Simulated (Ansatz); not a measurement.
Structure: AlGa2As3 as one 6-atom ordering (P3m1) on the zincblende lattice, at its r2SCAN minimum. It is trigonal, P3m1 (No. 156); a = 4.012 Å, c = 9.811 Å in the conventional setting, 22.80 Å³ an atom. Al is surrounded by 4 As at 2.45–2.46 Å; Ga is surrounded by 4 As at 2.46 Å; Ga is surrounded by 4 As at 2.45–2.46 Å; As is surrounded by 3 Al at 2.45 Å and 1 Ga at 2.46 Å; As is surrounded by 4 Ga at 2.45–2.46 Å; As is surrounded by 1 Al at 2.46 Å and 3 Ga at 2.46 Å.

3 runs of Ansatz on this cell differ in the functional (and in the settings that go with it). Levels are in eV from each run's valence top; v1 is the last filled band, c1 the first empty one.

Run A, mean stress +2.5 GPa (compression positive):
```tsv
point	v2	v1	c1	c2
Γ	0.00	0.00	0.78	1.32
M	-1.55	-1.47	1.44	1.81
K	-1.79	-1.79	2.18	2.25
A	-0.24	-0.24	1.21	1.71
L	-1.04	-1.03	1.29	1.87
H	-2.31	-2.27	3.46	3.68
```

Run B, mean stress +0.3 GPa (compression positive):
```tsv
point	v2	v1	c1	c2
Γ	0.00	0.00	2.24	2.72
M	-1.72	-1.63	2.68	3.13
K	-2.01	-1.97	3.53	3.60
A	-0.26	-0.26	2.59	3.16
L	-1.15	-1.14	2.66	3.17
H	-2.54	-2.53	4.95	5.22
```

Run C, mean stress +0.5 GPa (compression positive):
```tsv
point	v2	v1	c1	c2
Γ	0.00	0.00	1.65	2.10
M	-1.69	-1.60	2.04	2.48
K	-1.96	-1.93	2.88	2.95
A	-0.25	-0.25	1.97	2.54
L	-1.13	-1.12	2.04	2.52
H	-2.48	-2.47	4.27	4.54
```

Task: Match the runs to PBE, HSE06, PBE0.

Result: A is PBE, B is PBE0, C is HSE06. In order of the gap: PBE 0.78, HSE06 1.65, PBE0 2.24 eV.

Note: simulated data, non-magnetic, for a generated structure that need not be the stable one.

Spin-orbit coupling is left out.

The stress of a hybrid is loosely converged in these runs.

The meshes of the hybrids are coarse, so their gaps aren't converged to the digits shown.
